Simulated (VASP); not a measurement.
# Pb under changes of volume

One of the cells (31.654 Å³/atom); the others are scaled copies at fixed shape and fractional positions:

```
Pb
1.0
    -1.99277    1.99277    1.99277
     1.99277   -1.99277    1.99277
     1.99277    1.99277   -1.99277
Pb
1
Direct
  0.00000 0.00000 0.00000
```

This isn't the form of Pb at room conditions, which is fcc.

| Quantity | Value |
| --- | --- |
| Program | VASP 6.6.1 |
| Functional | r2SCAN |
| Potentials or basis | VASP PAW PBE potentials, release 64 (Pb_d) |
| Cutoff | 520 eV |
| k mesh | 9 × 9 × 9 |
| Occupations | fermi-dirac, width 0.05 eV |
| Spin | no spin polarisation |

```csv
volume (Å³/atom),energy over the lowest point (meV/atom),pressure (GPa)
29.172,?,?
29.792,4.04,1.5
30.413,0.00,0.5
31.654,3.17,-1.2
32.275,9.42,-1.9
32.896,18.23,-2.6
```

What does the run at 29.172 Å³/atom give?

Energy over the lowest point 12.45 meV/atom; pressure 2.6 GPa.

Worked out: A Birch-Murnaghan fit of order 3 (a polynomial in V^(-2/3)) to the other rows has its minimum at 30.74 Å³/atom with B0 = V·E''(V) = 46 GPa and B' = 6.0. It gives 12.58 meV/atom at 29.172 Å³/atom, against the run's 12.45, and -dE/dV = 2.8 GPa, against 2.6.

Energies are extrapolated to zero smearing.

Caveats: the PAW data sets were made with another functional, which shifts forces and pressure a little.
